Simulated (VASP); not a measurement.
# Al2O3 (Corundum) (R-3c) in VASP: further runs

The runs below take Al2O3 (Corundum) through dielectric tensor, optical spectrum, density of states, with PBE.

Everything below comes from runs of VASP 6.6.1. Logs are shortened: lines on timing, memory, paths and dates and some standing lists are left out, and cuts for length are marked.

**Experimental background.**

From “Multi-petahertz electron interference in Cr:Al2O3 solid-state material”, 2018, pmc:5906618, for a bulk crystal of Al2O3: band gap 8.7 eV (optical).

The results are compared with them further down.

### Step 1. Starting point

Symmetry: R-3c, No. 167, trigonal system. The conventional cell has a = 4.760 Å, b = 4.760 Å, c = 12.996 Å, α = 90.00°, β = 90.00°, γ = 120.00°. Al (site symmetry 3) has 6 O at 1.85 to 1.97 Å as nearest neighbours. O (site symmetry 2) has 4 Al at 1.85 to 1.97 Å as nearest neighbours.

### Step 2. Dielectric tensor, PBE

Contents of INCAR:

```
SYSTEM = Al2O3
PREC = Accurate
ENCUT = 520
EDIFF = 1E-8
ISMEAR = 0
SIGMA = 0.02
LREAL = .False.
LASPH = .True.
NELM = 60
ALGO = Normal
ISIF = 2
LWAVE = .False.
LCHARG = .False.
GGA = PE
LEPSILON = .True.
```

Contents of KPOINTS:

```
regular mesh
0
Gamma
  5 5 5
  0 0 0
```

Contents of POSCAR:

```
Al2O3
1.0
    2.3802500000      1.3742379782      4.3318666667
   -2.3802500000      1.3742379782      4.3318666667
    0.0000000000     -2.7484759565      4.3318666667
Al O
4 6
Direct
    0.8521600000      0.8521600000      0.8521600000
    0.6478400000      0.6478400000      0.6478400000
    0.1478400000      0.1478400000      0.1478400000
    0.3521600000      0.3521600000      0.3521600000
    0.0566800000      0.7500000000      0.4433200000
    0.7500000000      0.4433200000      0.0566800000
    0.4433200000      0.0566800000      0.7500000000
    0.9433200000      0.2500000000      0.5566800000
    0.2500000000      0.5566800000      0.9433200000
    0.5566800000      0.9433200000      0.2500000000
```

Potentials or basis: VASP PAW PBE potentials, release 64 (Al, O).

The run is started by

```sh
$ cat potpaw_PBE.64/Al/POTCAR potpaw_PBE.64/O/POTCAR > POTCAR
$ mpirun -np 1 vasp_std > vasp.out
```

OUTCAR:

```text
SYSTEM = Al2O3
   PREC = Accurate
   ENCUT = 520
   EDIFF = 1E-8
   ISMEAR = 0
   LREAL = .False.
   LASPH = .True.
   NELM = 60
   ISIF = 2
   GGA = PE
   LEPSILON = .True.

 ion  position               nearest neighbor table
   1  0.852  0.852  0.852-   8 1.85   9 1.85  10 1.85   6 1.97   7 1.97   5 1.97   2 2.66   3 2.79
                             3 2.79   3 2.79   2 3.22   2 3.22   2 3.22
   2  0.648  0.648  0.648-   9 1.85   8 1.85  10 1.85   5 1.97   7 1.97   6 1.97   1 2.66   4 2.79
                             4 2.79   4 2.79   1 3.22   1 3.22   1 3.22
   3  0.148  0.148  0.148-   5 1.85   6 1.85   7 1.85   9 1.97  10 1.97   8 1.97   4 2.66   1 2.79
                             1 2.79   1 2.79   4 3.22   4 3.22   4 3.22
   4  0.352  0.352  0.352-   6 1.85   5 1.85   7 1.85   8 1.97  10 1.97   9 1.97   3 2.66   2 2.79
                             2 2.79   2 2.79   3 3.22   3 3.22   3 3.22
   5  0.057  0.750  0.443-   3 1.85   4 1.85   2 1.97   1 1.97
   6  0.750  0.443  0.057-   4 1.85   3 1.85   1 1.97   2 1.97
   7  0.443  0.057  0.750-   3 1.85   4 1.85   1 1.97   2 1.97
   8  0.943  0.250  0.557-   1 1.85   2 1.85   4 1.97   3 1.97
   9  0.250  0.557  0.943-   2 1.85   1 1.85   3 1.97   4 1.97
  10  0.557  0.943  0.250-   1 1.85   2 1.85   3 1.97   4 1.97

  LATTYP: Found a trigonal (rhomboedric) cell.
 ALAT       =     5.1302230849
 COS(alpha) =     0.5694707703

  Lattice vectors:

 A1 = (   2.3802500000,   1.3742379782,   4.3318666667)
 A2 = (  -2.3802500000,   1.3742379782,   4.3318666667)
 A3 = (   0.0000000000,  -2.7484759565,   4.3318666667)

Analysis of symmetry for initial positions (statically):
=====================================================================
 Subroutine PRICEL returns:
 Original cell was already a primitive cell.

 Routine SETGRP: Setting up the symmetry group for a
 trigonal (rhombohedral) supercell.

 Subroutine GETGRP returns: Found 12 space group operations
 (whereof  6 operations were pure point group operations)
 out of a pool of 12 trial point group operations.

The static configuration has the point symmetry S_6 .
 The point group associated with its full space group is D_3d.

Analysis of symmetry for dynamics (positions and initial velocities):
=====================================================================
 Subroutine PRICEL returns:
 Original cell was already a primitive cell.

 Routine SETGRP: Setting up the symmetry group for a
 trigonal (rhombohedral) supercell.

 Subroutine GETGRP returns: Found 12 space group operations
 (whereof  6 operations were pure point group operations)
 out of a pool of 12 trial point group operations.

The dynamic configuration has the point symmetry S_6 .
 The point group associated with its full space group is D_3d.

 Subroutine INISYM returns: Found 12 space group operations
 (whereof  6 operations are pure point group operations),
 and found     1 'primitive' translations

----------------------------------------------------------------------------------------

                                     Primitive cell

  volume of cell :      85.0180

  direct lattice vectors                    reciprocal lattice vectors
     2.380250000  1.374237978  4.331866667     0.210061968  0.121279334  0.076949121
    -2.380250000  1.374237978  4.331866667    -0.210061968  0.121279334  0.076949121
     0.000000000 -2.748475957  4.331866667     0.000000000 -0.242558668  0.076949121

  length of vectors
     5.130223085  5.130223085  5.130223085     0.254471756  0.254471756  0.254471756

  position of ions in fractional coordinates (direct lattice)
     0.852160000  0.852160000  0.852160000
     0.647840000  0.647840000  0.647840000
     0.147840000  0.147840000  0.147840000
     0.352160000  0.352160000  0.352160000
     0.056680000  0.750000000  0.443320000
     0.750000000  0.443320000  0.056680000
     0.443320000  0.056680000  0.750000000
     0.943320000  0.250000000  0.556680000
     0.250000000  0.556680000  0.943320000
     0.556680000  0.943320000  0.250000000

  ion indices of the primitive-cell ions
   primitive index   ion index
                 1           1
                 2           2
                 3           3
                 4           4
                 5           5
                 6           6
                 7           7
                 8           8
                 9           9
                10          10

----------------------------------------------------------------------------------------
[... 87 lines left out ...]
  Thomas-Fermi vector in A             =   2.480350
   LORBIT       =      0    0 simple, 1 ext, 2 COOP (PROOUT), +10 PAW based schemes
   GGA     = PE    functional components
   LHFCALC =     F    Hartree Fock is set to
   AEXX    =    0.0000 exact exchange contribution
   IVDW    =     0    specifies the selected vdW correction
   LEPSILON=     T    determine dielectric tensor
   LRPA    =     F    only Hartree local field effects (RPA)
 non-spin polarized calculation
 Gauss-broadening in eV      SIGMA  =   0.02
  energy-cutoff  :      520.00
  volume of cell :       85.02
 maximum number of plane-waves:      2304
 NGX is ok and might be reduce to    40
   NGX = 19   NGY = 19   NGZ = 19

--------------------------------------- Ionic step        1  -------------------------------------------

 number of electron      48.0000013 magnetization

 E-fermi :   6.2595     XC(G=0): -11.6856

 val. band max:        6.1427437573   @ k =   0.0000   0.0000   0.0000
 cond. band min:      12.3579591342   @ k =   0.0000   0.0000   0.0000
 fundamental gap:      6.2152153770
 Fermi energy:         6.2594675199

 k-point     1 :       0.0000    0.0000    0.0000
  band No.  band energies     occupation
      1     -13.1027      2.00000
      2     -10.7684      2.00000
      3     -10.4900      2.00000
      4     -10.4900      2.00000
      5     -10.1754      2.00000
      6     -10.1754      2.00000
[... 616 lines left out ...]
     29      17.7811      0.00000
     30      17.8604      0.00000

  FORCE on cell =-STRESS in cart. coord.  units (eV):
  Direction    XX          YY          ZZ          XY          YZ          ZX
  --------------------------------------------------------------------------------------
  -------------------------------------------------------------------------------------
  Total        3.9312280      3.9312280      3.5954972      0.0000000     -0.0000000      0.0000000
  in kB       74.0846033     74.0846033     67.7577048      0.0000000     -0.0000000      0.0000000
  external PRESSURE =      71.9756371 kB  Pullay stress =       0.0000000 kB

 VOLUME and BASIS-vectors are now :
 -----------------------------------------------------------------------------
  energy-cutoff  :      520.00
  volume of cell :       85.02
      direct lattice vectors                 reciprocal lattice vectors
     2.380250000  1.374237978  4.331866667     0.210061968  0.121279334  0.076949121
    -2.380250000  1.374237978  4.331866667    -0.210061968  0.121279334  0.076949121
     0.000000000 -2.748475957  4.331866667     0.000000000 -0.242558668  0.076949121

 POSITION                                       TOTAL-FORCE (eV/Angst)
 -----------------------------------------------------------------------------------
      0.00000     -0.00000     11.07433        -0.000000      0.000000     -0.026802
      0.00000     -0.00000      8.41907        -0.000000     -0.000000      0.026802
      0.00000     -0.00000      1.92127        -0.000000     -0.000000      0.026802
      0.00000     -0.00000      4.57653        -0.000000      0.000000     -0.026802
     -1.65027     -0.10988      5.41483        -0.012933     -0.022400      0.000000
      0.72998      1.48412      5.41483        -0.012933      0.022400      0.000000
      0.92030     -1.37424      5.41483         0.025866      0.000000      0.000000
      1.65027      0.10988      7.58077         0.012933      0.022400      0.000000
     -0.72998     -1.48412      7.58077         0.012933     -0.022400      0.000000
     -0.92030      1.37424      7.58077        -0.025866      0.000000      0.000000
 -----------------------------------------------------------------------------------
    total drift:                               -0.000000      0.000000     -0.000000

  FREE ENERGIE OF THE ION-ELECTRON SYSTEM (eV)
  ---------------------------------------------------
  free  energy   TOTEN  =       -74.7524116192 eV

  energy  without entropy=      -74.7524116192  energy(sigma->0) =      -74.75241162

 HEAD OF MICROSCOPIC STATIC DIELECTRIC TENSOR (INDEPENDENT PARTICLE, excluding Hartree and local field effects)
 ------------------------------------------------------
           3.307633     0.000000     0.000000
           0.000000     3.307633    -0.000000
           0.000000    -0.000000     3.266828
 ------------------------------------------------------

 Free energy of the ion-electron system (eV)
  ---------------------------------------------------
  ---------------------------------------------------
  free energy    TOTEN  =        -0.57479982 eV

  energy without entropy =       -0.57479982

------------------------ aborting loop because EDIFF is reached ----------------------------------------

--------------------------------------- Ionic step        2  -------------------------------------------

------------------------ aborting loop because EDIFF is reached ----------------------------------------

--------------------------------------- Ionic step        3  -------------------------------------------

 Free energy of the ion-electron system (eV)
  ---------------------------------------------------
  ---------------------------------------------------
  free energy    TOTEN  =        -0.56615550 eV

  energy without entropy =       -0.56615550

------------------------ aborting loop because EDIFF is reached ----------------------------------------

 PIEZOELECTRIC TENSOR FIELD DIRECTION 3  (e Angst)
 -----------------------------------------------------------------------------
    -0.00019  0.00000  0.00000           ( -0.00001  0.00000  0.00000)
    -0.00000 -0.00019  0.00000           (  0.00000 -0.00001  0.00000)
     0.00000  0.00000  0.00003           (  0.00000  0.00000 -0.00004)

 PIEZOELECTRIC TENSOR FIELD DIRECTION 3  (C/m^2)
 -----------------------------------------------------------------------------
    -0.00004  0.00000  0.00000
    -0.00000 -0.00004  0.00000
     0.00000  0.00000  0.00001

 MACROSCOPIC STATIC DIELECTRIC TENSOR (including local field effects in DFT)
 ------------------------------------------------------
           3.236375     0.000000    -0.000000
           0.000000     3.236375    -0.000000
           0.000000    -0.000000     3.203904
 ------------------------------------------------------

 PIEZOELECTRIC TENSOR (including local field effects)  for field in x, y, z        (e  Angst)
          XX          YY          ZZ          XY          YZ          ZX
  --------------------------------------------------------------------------------
  x     0.00000     0.00000     0.00000     0.00000     0.00000     0.00000
  y     0.00000     0.00000     0.00000     0.00000     0.00000     0.00000
  z     0.00000     0.00000     0.00000     0.00000     0.00000     0.00000

 PIEZOELECTRIC TENSOR (including local field effects)  for field in x, y, z        (C/m^2)
          XX          YY          ZZ          XY          YZ          ZX
  --------------------------------------------------------------------------------
  x     0.00000     0.00000     0.00000     0.00000     0.00000     0.00000
  y     0.00000     0.00000     0.00000     0.00000     0.00000     0.00000
  z     0.00000     0.00000     0.00000     0.00000     0.00000     0.00000

 BORN EFFECTIVE CHARGES (including local field effects) (in |e|, cummulative output)
 ---------------------------------------------------------------------------------
 ion    1
    1     2.96260     0.03303    -0.00000
    2    -0.03303     2.96260    -0.00000
    3     0.00000    -0.00000     2.93409
 ion    2
    1     2.96260    -0.03303     0.00000
    2     0.03303     2.96260    -0.00000
    3     0.00000    -0.00000     2.93409
 ion    3
    1     2.96260     0.03303    -0.00000
    2    -0.03303     2.96260    -0.00000
    3     0.00000    -0.00000     2.93409
 ion    4
    1     2.96260    -0.03303     0.00000
    2     0.03303     2.96260    -0.00000
    3     0.00000    -0.00000     2.93409
 ion    5
[... 8 lines left out ...]
    1    -2.07333     0.00000     0.00000
    2     0.00000    -1.87681     0.25681
    3     0.00000     0.35142    -1.95606
 ion    8
    1    -1.92594    -0.08510     0.22240
    2    -0.08510    -2.02420    -0.12840
    3     0.30434    -0.17571    -1.95606
 ion    9
    1    -1.92594     0.08510    -0.22240
    2     0.08510    -2.02420    -0.12840
    3    -0.30434    -0.17571    -1.95606
 ion   10
    1    -2.07333     0.00000     0.00000
    2     0.00000    -1.87681     0.25681
    3     0.00000     0.35142    -1.95606
```

It took 4.3 min on 1 thread of Intel Xeon 6975P-C (Granite Rapids), shared host; peak memory 0.42 GiB.

What came out:

* Band gap on the k mesh: 6.22 eV, direct
* Electronic dielectric tensor (diagonal): 3.24, 3.24, 3.20
* Born charges (mean of the diagonal): Al +2.95; O -1.97 e

Electronic dielectric tensor:
```
3.24 0.00 0.00
0.00 3.24 0.00
0.00 0.00 3.20
```

Born effective charge tensors (e):
atom 1, Al
```
 2.96  0.03  0.00
-0.03  2.96  0.00
 0.00  0.00  2.93
```
atom 2, Al
```
 2.96 -0.03  0.00
 0.03  2.96  0.00
 0.00  0.00  2.93
```
atom 3, Al
```
 2.96  0.03  0.00
-0.03  2.96  0.00
 0.00  0.00  2.93
```
atom 4, Al
```
 2.96 -0.03  0.00
 0.03  2.96  0.00
 0.00  0.00  2.93
```
atom 5, O
```
-1.93 -0.09  0.22
-0.09 -2.02 -0.13
 0.30 -0.18 -1.96
```
atom 6, O
```
-1.93  0.09 -0.22
 0.09 -2.02 -0.13
-0.30 -0.18 -1.96
```
atom 7, O
```
-2.07  0.00  0.00
 0.00 -1.88  0.26
 0.00  0.35 -1.96
```
atom 8, O
```
-1.93 -0.09  0.22
-0.09 -2.02 -0.13
 0.30 -0.18 -1.96
```
atom 9, O
```
-1.93  0.09 -0.22
 0.09 -2.02 -0.13
-0.30 -0.18 -1.96
```
atom 10, O
```
-2.07  0.00  0.00
 0.00 -1.88  0.26
 0.00  0.35 -1.96
```

[end of part 1 of 2]
